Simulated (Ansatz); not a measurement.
# HfC (rocksalt): response to moved atoms and strain

How does HfC (rocksalt) push back when it is distorted? Each run changes the relaxed cell in one way.

Computed with Ansatz 0.2.0 (DFT PBE with spin–orbit coupling, plane waves, PAW, unless a step's input says otherwise).

3 further runs of the same task are left out: 2 that didn't finish, 1 set aside as unsound or not needed.

## 1. The system as given

The structure is cubic, space group Fm-3m (No. 225). Conventional cell: a = 4.648 Å, b = 4.648 Å, c = 4.648 Å, α = 90.00°, β = 90.00°, γ = 90.00°. Around Hf (site symmetry m-3m) lie 6 C at 2.32 Å. C (site symmetry m-3m) has 6 Hf at 2.32 Å as nearest neighbours.

Coordinates:

```xyz
2
Lattice="0.0000 2.3238 2.3238 2.3238 0.0000 2.3238 2.3238 2.3238 0.0000" Properties=species:S:1:pos:R:3 pbc="T T T"
Hf    2.3238    2.3238    2.3238
C     0.0000    0.0000    0.0000
```

This cell comes from an earlier session at PBE with spin–orbit coupling: 12.548 Å³/atom at 0.00 GPa, on a 12×12×12 mesh.

The changes: atom 2 (C) moved 0.12 Å along x; strain e2 = +0.01, atoms carried along.

## 2. Atom 2 (C) moved 0.12 Å along x

input.yaml

```yaml
crystal:
  lattice:
    - [0.0, 2.3237547691, 2.3237547691]
    - [2.3237547691, 0.0, 2.3237547691]
    - [2.3237547691, 2.3237547691, 0.0]
  atoms:
    - { symbol: Hf, position: [0.5, 0.5, 0.5] }
    - { symbol: C, position: [-0.0258202805, 0.0258202805, 0.0258202805] }
basis:
  ecutwfc: 420
  ecutrho_ratio: 4
kpoints:
  mp_grid: { grid: [12, 12, 12] }
hamiltonian:
  xc: pbe
scf:
  occupations: { method: gaussian, width: 0.05 }
output:
  forces: true
  stress: true
  eigenvalues: true
  populations: true
  write_density: true
  write_potential: true
  elf: true
  volumetric_format: npy
magnetization:
  noncollinear: true
  spin_orbit: true
```

Launch:

```console
$ ansatz run input.yaml --threads 4 --pin off --max-ram 7168MiB --backend cpu --events-out ev --progress --plain --runs-dir out
```

Standard output (excerpt; [...] marks lines left out):

```text
Warning: RAYON_NUM_THREADS=4 ignored (pool sized by the plan → 4); use --threads N
[...]
Pseudopotentials: kind: paw_fr
Pseudopotential: Hf, paw_fr, valence charge 26, recommended cutoff 420 eV (normal), Hf.paw.azcp#standard-fr
Pseudopotential: C, paw_fr, valence charge 4, recommended cutoff 420 eV (normal), C.paw.azcp#standard-fr
Functional definition: PBE
[...]
non-collinear run that drives no moment, with spin-orbit: no starting moment large enough to seed its density (crystal.atoms[].spin), no starting occupations that ask for one, no magnetisation constraint and no magnetic field, so the semilocal B_xc is pinned to zero
Crystal: 2 atoms, lattice volume = 25.096 Å³
Basis set: ecut = 420 eV, 531 PW (Γ), exchange–correlation on 48×48×48 points (8 copies of the dense FFT grid, shifted against one another)
Bands: 38, of which v1, the nominal top of the filled ones, is band 30 counted from 1 (29 counted from 0)
Symmetry: 8 space group operations + 8 with time reversal
Magnetic group: BNS 107.228 (UNI 888), of the structure as read, at distance tolerance 2.9e-5 Å
k-points: 163 of 1728 (time reversal used)
Projection manifold: j_resolved (fully-relativistic pseudo-atomic orbitals)
[...]
SCF iter   1: F=—  HF=-15993.390192 eV  |F-HF|=—  |Δ(HF+E_count)|=         —  Δρ=9.46e-2  dr2=3.07e0  dr2_m=0.00e0 (ungated)  ethr=3.10e-3  |M|=0.00e0 ∫|m|=0.00e0 μB  |m|>n=0.0e0 m-floor=0.0e0 τ_xc=0.0e0  β_m=0.30  ⟨swp⟩=5.5  Hψ=25668  notcnv=0  defer=17
[...]
spin=Noncollinear: Kerker preconditioning applied to the charge; magnetization (m_x, m_y, m_z) channels mix plain (no charge-response kernel on spin).
[...]
SCF iter   9: F=-15992.723987 eV  HF=-15992.723987 eV  |F-HF|=9.00e-9  |Δ(HF+E_count)|=   3.92e-8  Δρ=6.40e-6  dr2=9.91e-9  dr2_m=0.00e0 (ungated)  ethr=3.33e-10  |M|=0.00e0 ∫|m|=0.00e0 μB  |m|>n=0.0e0 m-floor=0.0e0 τ_xc=0.0e0  ⟨swp⟩=14.5  Hψ=46908  notcnv=0
[...]
SCF converged after 9 iterations
Magnetization: |M| = 0.0000 μB,  M = (+0.0000, +0.0000, +0.0000) μB
Absolute magnetization: 0.0000 μB (∫|m|)
  site 0: m = (+0.0000, +0.0000, +0.0000) μB, |m| = 0.0000 μB  (R = 0.91 Å)
  site 1: m = (+0.0000, +0.0000, +0.0000) μB, |m| = 0.0000 μB  (R = 0.91 Å)
Free energy (F): -15992.723987 eV
[...]
E sigma→0 (E₀):  -15992.723808 eV
Entropy (-TS):   -0.000358 eV (-0.179 meV/atom)
Fermi energy:    20.286593 eV
[...]
--- Forces (eV/Å), atoms counted from 1 ---
  atom   1  Hf     0.88725823     0.00000000     0.00000000
  atom   2  C     -0.88722875    -0.00000000     0.00000000
[...]
--- Stress (GPa, compression-positive) ---
        4.029419       0.000000       0.000000
        0.000000      -0.141905       0.000000
        0.000000       0.000000      -0.141905
  P = ⅓ Tr σ = 1.2485 GPa (12.485 kbar)
--- Band table (eV; the first three rows and the last of 163) ---
[...]
--- Löwdin populations: 2 sites ---
  site symbol       q [e]
     0     Hf     25.2360
     1      C      4.7231
  spilling = 0.001363 (of n_electrons = 30.000000)
```

Run time: 16 s. Hardware: 4 threads of Arm Neoverse V2, shared host; peak memory 0.66 GiB.

In short: volume 12.548 Å³/atom, pressure 1.25 GPa, a metal on this mesh.

Forces on the atoms, as numbers:

```csv
atom,x (eV/Å),y (eV/Å),z (eV/Å)
Hf1,0.887,0.000,0.000
C2,-0.887,0.000,0.000
```

Axes a, b and c in the maps are those of this run's conventional cell (a, b, c = 3.286, 3.286, 4.648 Å).

Density in a lattice plane of the grid's cell (edges 3.29 and 4.65 Å, at 0.000 of the third edge), which holds Hf and C.

Ten even steps from ' ' (0.12 e/Å³) to '@' (32.75 e/Å³):
```
                                
                                
                                
                                
                                
                                
....                          ..
==--::                      ::--
%%##==..                  ..==##
@@@@++::                  ::++@@
%%##==..                  ..==##
==--::                      ::--
....                          ..
                                
                                
                                
                                
                                
                                
                                
```
Columns run along the first of these edges and rows up along the second, over one cell in 16 and 20 even steps from the bottom left corner. Atoms in the plane (fractional): Hf at (0.00, 0.50), C at (0.00, 0.03).

ELF in the same plane.

Values, 12 rows by 8 columns:
```
0.69 0.79 0.74 0.40 0.19 0.40 0.74 0.78
0.73 0.70 0.55 0.30 0.19 0.30 0.55 0.70
0.18 0.16 0.16 0.18 0.20 0.18 0.16 0.16
0.65 0.45 0.10 0.11 0.21 0.11 0.10 0.45
0.85 0.81 0.35 0.10 0.21 0.10 0.35 0.82
0.75 0.85 0.52 0.10 0.20 0.10 0.52 0.84
0.84 0.82 0.36 0.09 0.19 0.09 0.36 0.82
0.58 0.40 0.10 0.11 0.19 0.11 0.10 0.40
0.31 0.30 0.28 0.24 0.20 0.24 0.28 0.30
0.78 0.79 0.70 0.40 0.21 0.40 0.71 0.79
0.25 0.67 0.79 0.47 0.21 0.47 0.79 0.66
0.04 0.56 0.78 0.46 0.20 0.46 0.79 0.56
```
Columns run along the first of these edges and rows up along the second, over one cell in 8 and 12 even steps from the bottom left corner. Atoms in the plane (fractional): Hf at (0.00, 0.50), C at (0.00, 0.03).

Both are smooth fields of the valence electrons: close to the nuclei they are not physical.

Maxima of ELF outside the ion cores: 0.81 beside C, off the lines to its neighbours, 0.8 Å from C; 0.80 in the shell around C, 0.7 Å from C.

## 3. Strain e2 = +0.01, atoms carried along

input.yaml

```yaml
crystal:
  lattice:
    - [0.0, 2.3469923168, 2.3237547691]
    - [2.3237547691, 0.0, 2.3237547691]
    - [2.3237547691, 2.3469923168, 0.0]
  atoms:
    - { symbol: Hf, position: [0.5, 0.5, 0.5] }
    - { symbol: C, position: [0.0, 0.0, 0.0] }
basis:
  ecutwfc: 420
  ecutrho_ratio: 4
kpoints:
  mp_grid: { grid: [12, 12, 12] }
hamiltonian:
  xc: pbe
scf:
  occupations: { method: gaussian, width: 0.05 }
output:
  forces: true
  stress: true
  eigenvalues: true
  populations: true
magnetization:
  noncollinear: true
  spin_orbit: true
```

Launch:

```console
$ ansatz run input.yaml --threads 4 --pin off --max-ram 7168MiB --backend cpu --events-out ev --progress --plain --runs-dir out
```

Standard output (excerpt; [...] marks lines left out):

```text
Warning: RAYON_NUM_THREADS=4 ignored (pool sized by the plan → 4); use --threads N
[...]
[... 4 set-up lines as earlier in the session ...]
[...]
non-collinear run that drives no moment, with spin-orbit: no starting moment large enough to seed its density (crystal.atoms[].spin), no starting occupations that ask for one, no magnetisation constraint and no magnetic field, so the semilocal B_xc is pinned to zero
Crystal: 2 atoms, lattice volume = 25.347 Å³
Basis set: ecut = 420 eV, 531 PW (Γ), exchange–correlation on 48×48×48 points (8 copies of the dense FFT grid, shifted against one another)
Bands: 38, of which v1, the nominal top of the filled ones, is band 30 counted from 1 (29 counted from 0)
[...]
SCF converged after 8 iterations
Magnetization: |M| = 0.0000 μB,  M = (+0.0000, +0.0000, +0.0000) μB
Absolute magnetization: 0.0000 μB (∫|m|)
  site 0: m = (+0.0000, +0.0000, +0.0000) μB, |m| = 0.0000 μB  (R = 0.96 Å)
  site 1: m = (+0.0000, +0.0000, +0.0000) μB, |m| = 0.0000 μB  (R = 0.96 Å)
Free energy (F): -15992.774136 eV
[...]
E sigma→0 (E₀):  -15992.773866 eV
Entropy (-TS):   -0.000541 eV (-0.270 meV/atom)
Fermi energy:    20.041123 eV
[...]
--- Forces (eV/Å), atoms counted from 1 ---
  atom   1  Hf     0.00000000     0.00000000     0.00000000
  atom   2  C     -0.00000000     0.00000000     0.00000000
[...]
--- Stress (GPa, compression-positive) ---
       -1.023852       0.000000       0.000000
        0.000000      -4.683249       0.000000
        0.000000       0.000000      -1.023852
  P = ⅓ Tr σ = -2.2437 GPa (-22.437 kbar)
--- Band table (eV; the first three rows and the last of 163) ---
[...]
--- Löwdin populations: 2 sites ---
  site symbol       q [e]
     0     Hf     25.2303
     1      C      4.7280
  spilling = 0.001388 (of n_electrons = 30.000000)
```

Wall time 9.8 s (4 threads of Arm Neoverse V2, shared host); peak memory 0.64 GiB.

In short: volume 12.673 Å³/atom, pressure -2.24 GPa, a metal on this mesh.

## 4. Results

| change | change of free energy (meV/atom) | largest force (eV/Å) | largest change of stress (GPa) |
| --- | --- | --- | --- |
| atom 2 (C) moved 0.12 Å along x | 26.93 | 0.887 | 4.03 |
| strain e2 = +0.01, atoms carried along | 1.86 | 0.000 | 4.68 |

Moving atom 2 by 0.12 Å meets a restoring force of 0.887 eV/Å along the move, a force constant of about 7.4 eV/Å². The strain e2 = +0.01 changes that stress component by -4.68 GPa (compression positive), a ratio of 468 GPa; that is a secant over a finite strain with the atoms carried along, not the elastic constant. No change lowers the energy by more than 0.5 meV/atom; other distortions weren't tried.
